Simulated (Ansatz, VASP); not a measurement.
**Two plane-wave programs on Sr**

Contents of INCAR:

```
PREC = Accurate
ENCUT = 520
EDIFF = 1E-7
ISMEAR = 0
SIGMA = 0.1
LREAL = F
LASPH = T
NELM = 100
ALGO = Normal
ISIF = 2
LWAVE = F
LCHARG = T
GGA = PS
LELF = T
LVHAR = T
NBANDS = 28
```

KPOINTS

```
regular mesh
0
Gamma
  4 4 2
```

Contents of POSCAR:

```
Sr
1.0
    4.0671279462     -2.6880604413      0.0000000000
    4.0671279462      2.6880604413      0.0000000000
    0.0000000000      0.0000000000     10.9652684531
Sr
4
Direct
    0.8500000000      0.1500000000      0.1170000000
    0.6500000000      0.3500000000      0.6170000000
    0.1500000000      0.8500000000      0.8830000000
    0.3500000000      0.6500000000      0.3830000000
```

Input for Ansatz:

```yaml
crystal:
  lattice:
    - [4.0671279462, -2.6880604413, 0.0]
    - [4.0671279462, 2.6880604413, 0.0]
    - [0.0, 0.0, 10.9652684531]
  atoms:
    - { symbol: Sr, position: [0.85, 0.15, 0.117] }
    - { symbol: Sr, position: [0.65, 0.35, 0.617] }
    - { symbol: Sr, position: [0.15, 0.85, 0.883] }
    - { symbol: Sr, position: [0.35, 0.65, 0.383] }
basis:
  ecutwfc: 420
kpoints:
  mp_grid: { grid: [4, 4, 2] }
hamiltonian:
  xc: pbesol
scf:
  occupations: { method: gaussian, width: 0.1 }
  lower_state_search: "off"
output:
  forces: true
  stress: true
  eigenvalues: true
```

Alike in both runs: task single point; functional PBEsol; k mesh 4 × 4 × 2; occupations gaussian, width 0.1 eV; no spin polarisation.

|  | VASP | Ansatz |
| --- | --- | --- |
| version | VASP 6.6.1 | Ansatz 0.2.0 |
| potentials or method | VASP PAW PBE potentials, release 64 (Sr_sv) | scalar-relativistic, plane waves, PAW |
| plane-wave cutoff (eV) | 520 | 420 |
| valence electrons in the cell | 40 | 40 |

```tsv
	VASP	Ansatz	Ansatz less VASP
gap on the k mesh at the Fermi level (eV)	none	none	-
pressure (GPa)	-0.4	-0.4	-0.02
largest component of the traceless stress (GPa)	4.56	4.54	-0.016
rms of the force components (eV/Å)	1.061	1.054	-0.0070
```

Atom by atom the forces differ by 0.007 eV/Å (rms over components). A gap of «none» marks a metal or a gap that the smearing closes. The functional is the same, so the differences come from potentials, cutoffs and numerics.

Caveats: the PAW data sets were made with another functional, which shifts forces and pressure a little (VASP).
